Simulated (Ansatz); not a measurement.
Structure types of As compared at 410 GPa

Structure types of As are relaxed in primitive cells with their symmetry kept at 410 GPa, first on PAW files, then by LAPW. The enthalpy is E + pV at zero temperature, without zero-point motion. Only the types listed were tried, and differences under about 5 meV/atom are mesh noise. The real phase may be another.

All numbers are PBE results (scalar-relativistic) from Ansatz 0.2.0, with Fermi–Dirac smearing of 0.1 eV, no spin polarisation. Methods: LAPW: all electrons, basis error target 0.5 meV/atom; PAW: frozen-core files, cutoff 420 eV.

k meshes: fcc 21×21×21, bcc 21×21×21, hcp 19×19×11, omega 10×10×14, diamond 15×15×15, A7 16×16×16.

```json
{"start type": "fcc", "ends as": "fcc, Fm-3m", "a, b, c (Å)": "3.217, 3.217, 3.217", "V (Å³/atom)": "8.32", "H − H(lowest), LAPW (meV/atom)": "291.1"}
{"start type": "bcc", "ends as": "bcc, Im-3m", "a, b, c (Å)": "2.551, 2.551, 2.551", "V (Å³/atom)": "8.30", "H − H(lowest), LAPW (meV/atom)": "0.0"}
{"start type": "hcp", "ends as": "hcp, P6_3/mmc", "a, b, c (Å)": "2.293, 2.293, 3.649", "V (Å³/atom)": "8.31", "H − H(lowest), LAPW (meV/atom)": "?"}
{"start type": "omega", "ends as": "omega, P6/mmm", "a, b, c (Å)": "3.644, 3.644, 2.172", "V (Å³/atom)": "8.32", "H − H(lowest), LAPW (meV/atom)": "167.3"}
{"start type": "diamond", "ends as": "diamond, Fd-3m", "a, b, c (Å)": "4.293, 4.293, 4.293", "V (Å³/atom)": "9.89", "H − H(lowest), LAPW (meV/atom)": "?"}
{"start type": "A7", "ends as": "fcc, Fm-3m", "a, b, c (Å)": "3.217, 3.217, 3.217", "V (Å³/atom)": "8.32", "H − H(lowest), LAPW (meV/atom)": "291.3"}
```

**Question.** Fill in "H − H(lowest), LAPW (meV/atom)" for the row "diamond".

**Answer.** 6691.6.

**Question.** What belongs in the row "hcp", column "H − H(lowest), LAPW (meV/atom)"?

**Answer.** 188.4.
